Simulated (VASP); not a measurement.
Te2Mo:

```
Te Mo
1.0
     3.51820    0.00000    0.00000
    -1.75910    3.04685    0.00000
     0.00000    0.00000   13.97360
Te Mo
4 2
Direct
  0.66667 0.33333 0.37900
  0.33333 0.66667 0.87900
  0.66667 0.33333 0.12100
  0.33333 0.66667 0.62100
  0.66667 0.33333 0.75000
  0.33333 0.66667 0.25000
```

- Program: VASP 6.6.1
- Task: relaxation of cell and atoms
- Functional: PBEsol
- Dispersion: D3(BJ)
- Potentials or basis: VASP PAW PBE potentials, release 64 (Te, Mo_sv)
- Cutoff: 600 eV
- k mesh: 9 × 9 × 2
- Occupations: fermi-dirac, width 0.05 eV
- Spin: no spin polarisation

At the start: pressure -4.4 GPa; volume 24.96 Å³/atom.

Q: Where does the relaxation end?

A: Over 10 steps the energy falls by 33.1 meV/atom and the volume is 22.71 Å³/atom (-9.0 %); space group P6_3/mmc (No. 194, to 0.05 Å).

Step by step:
| step | energy change (eV) | largest force (eV/Å) | pressure (GPa) | volume (Å³) |
| --- | --- | --- | --- | --- |
| 1 | 0.0000 | 0.0467 | -4.38 | 149.79 |
| 2 | 0.0922 | 1.5378 | 7.59 | 135.48 |
| 3 | -0.0895 | 0.5594 | -0.06 | 143.64 |
| 4 | -0.1345 | 0.3074 | -0.10 | 141.42 |
| 5 | -0.1417 | 0.1570 | -0.08 | 140.09 |
| 6 | -0.1672 | 0.1253 | -0.05 | 138.86 |
| 7 | -0.1978 | 0.0175 | 0.38 | 135.78 |
| 8 | -0.1943 | 0.1400 | -1.07 | 137.32 |
| 9 | -0.1983 | 0.0226 | -0.03 | 136.17 |
| 10 | -0.1984 | 0.0095 | 0.01 | 136.28 |

Final structure:
```
CELL_PARAMETERS angstrom
3.43569 0.00000 0.00000
-1.71785 2.97540 0.00000
0.00000 0.00000 13.33145
ATOMIC_POSITIONS crystal
Te 0.66667 0.33333 0.38623
Te 0.33333 0.66667 0.88623
Te 0.66667 0.33333 0.11377
Te 0.33333 0.66667 0.61377
Mo 0.66667 0.33333 0.75000
Mo 0.33333 0.66667 0.25000
```

Caveat: the PAW data sets were made with another functional, which shifts forces and pressure a little.
